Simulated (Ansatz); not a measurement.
# PbS: equation of state with LDA

The system is PbS.

```
Pb S
1.0
     2.07995   -5.99130    0.00000
     2.07995    5.99130    0.00000
     0.00000    0.00000    4.27932
Pb S
2 2
Direct
  0.13056 0.86944 0.25000
  0.86944 0.13056 0.75000
  0.35480 0.64520 0.25000
  0.64520 0.35480 0.75000
```

Measurements of this composition are mostly on another form, of space group No. 225.

```yaml
Program: Ansatz 0.2.0
Task: equation of state
Functional: LDA
Potentials_or_basis: all-electron LAPW, scalar-relativistic
Basis_error_allowed: 0.002 eV/atom
k_mesh: 7 × 7 × 6
Occupations: fermi-dirac, width 0.05 eV
Spin: no spin polarisation
```

```
Equilibrium volume                        : 25.01 Å³/atom (rough: see the caveat)
Bulk modulus at fixed shape and positions : 63 GPa (rough)
```

Energy against volume, from the lowest point:
| volume (Å³/atom) | energy (meV/atom) |
| --- | --- |
| 25.064 | 0.00 |
| 25.597 | 2.54 |
| 26.130 | 9.04 |
| 26.664 | 19.05 |
| 27.197 | 32.20 |
| 27.730 | 48.15 |
| 28.263 | 66.58 |

All runs of the series together: 3.3 min on 2 threads of Arm Neoverse V2, with other jobs on the host.

Caveat: the minimum lies outside the volumes run; the cell was scaled at fixed shape and fractional positions, which overstates the stiffness of a crystal with free parameters, most of all of layers and chains. Spin-orbit coupling is left out, which matters for the levels of Pb.
